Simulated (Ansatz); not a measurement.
Space group Cccm (No. 66). a = 4.161 Å, b = 4.179 Å, c = 5.151 Å, α = 90.00°, β = 90.00°, γ = 90.00°
```csv
atom,site,symmetry,x,y,z
Cu,4f,..2/m,0.7500,0.2500,0.0000
O,4b,222,0.5000,0.0000,0.2500
```

Equation of state of this CuO structure (not necessarily the ground state), with shape and atoms relaxed at each volume where symmetry leaves them free. It has no gap at any of these volumes. All numbers below come from DFT PBE, scalar-relativistic, plane waves, PAW in Ansatz.

Cutoff 420 eV; k points 14×14×8 on the computed 4-atom cell (Γ-centred); Gaussian smearing, width 0.10 eV; no spin polarisation.

```
V (Å³/atom) E − E(largest V) (meV/atom) P (GPa)
     10.190                         4.65    15.47
     10.526                       -21.31     9.55
     10.861                       -35.76     4.43
     11.197                       -40.26     0.00
     11.533                       -36.21    -3.80
     11.869                       -24.82    -7.04
     12.317                         0.00   -10.64
```

Fit a third-order Birch–Murnaghan equation to E(V).

V0 = 11.20 Å³/atom, B0 = 135 GPa, B0' = 4.0.

Spin polarisation was left out, and a magnetic state may lie lower.

This form isn't the usual stable structure of the compound.